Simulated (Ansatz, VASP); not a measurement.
# AlN: VASP beside Ansatz

File INCAR:

```
ALGO     = Normal         # electronic algorithm
EDIFF    = 1E-6           # SCF threshold, eV
ENCUT    = 520            # plane-wave cutoff, eV
GGA      = PE             # functional
ISIF     = 2              # what is computed and relaxed
ISMEAR   = 0              # smearing method
LASPH    = True           # aspherical terms in the spheres
LCHARG   = False          # write CHGCAR
LREAL    = False          # projectors in reciprocal space
LWAVE    = False          # write WAVECAR
NBANDS   = 16             # bands
NELM     = 80             # most SCF steps
PREC     = Accurate       # precision mode
SIGMA    = 0.02           # smearing width, eV
```

File KPOINTS:

```
k-points
0
Gamma
  9 9 6
```

The input POSCAR:

```
AlN
1.0
    3.0542263623      0.0000000000      0.0000000000
   -1.5271131812      2.6450376187      0.0000000000
    0.0000000000      0.0000000000      5.1858315000
Al N
2 2
Direct
    0.3333333333      0.6666666667      0.0301325834
    0.6666666667      0.3333333333      0.5301325834
    0.3333333333      0.6666666667      0.3548674166
    0.6666666667      0.3333333333      0.8548674166
```

Input for Ansatz:

```yaml
crystal:
  lattice:
    - [3.0542263623, 0.0, 0.0]
    - [-1.5271131812, 2.6450376187, 0.0]
    - [0.0, 0.0, 5.1858315]
  atoms:
    - { symbol: Al, position: [0.3333333333, 0.6666666667, 0.0301325834] }
    - { symbol: Al, position: [0.6666666667, 0.3333333333, 0.5301325834] }
    - { symbol: "N", position: [0.3333333333, 0.6666666667, 0.3548674166] }
    - { symbol: "N", position: [0.6666666667, 0.3333333333, 0.8548674166] }
basis:
  ecutwfc: 420
kpoints:
  mp_grid: { grid: [9, 9, 6] }
hamiltonian:
  xc: pbe
scf:
  occupations: { method: gaussian, width: 0.02 }
output:
  forces: true
  stress: true
  eigenvalues: true
```

Alike in both runs: task single point; functional PBE; k mesh 9 × 9 × 6; occupations gaussian, width 0.02 eV; no spin polarisation.

|  | VASP | Ansatz |
| --- | --- | --- |
| version | VASP 6.6.1 | Ansatz 0.2.0 |
| potentials or method | VASP PAW PBE potentials, release 64 (Al, N) | scalar-relativistic, plane waves, PAW |
| plane-wave cutoff (eV) | 520 | 420 |
| valence electrons in the cell | 16 | 16 |

|  | VASP | Ansatz | Ansatz less VASP |
| --- | --- | --- | --- |
| gap on the k mesh at the Fermi level (eV) | 3.53 | 3.52 | -0.009 |
| least direct gap on the mesh (eV) | 3.53 | 3.52 | -0.009 |
| pressure (GPa) | 10.4 | 10.5 | +0.15 |
| largest component of the traceless stress (GPa) | 18.53 | 18.29 | -0.237 |
| rms of the force components (eV/Å) | 3.194 | 3.175 | -0.0188 |

Atom by atom the forces differ by 0.019 eV/Å (rms over components).

Caveats: an odd mesh through Γ misses points on the zone boundary, where band edges often lie; forces of over 1 eV/Å show positions far from the minimum, so gaps and moduli don't describe the material at rest.
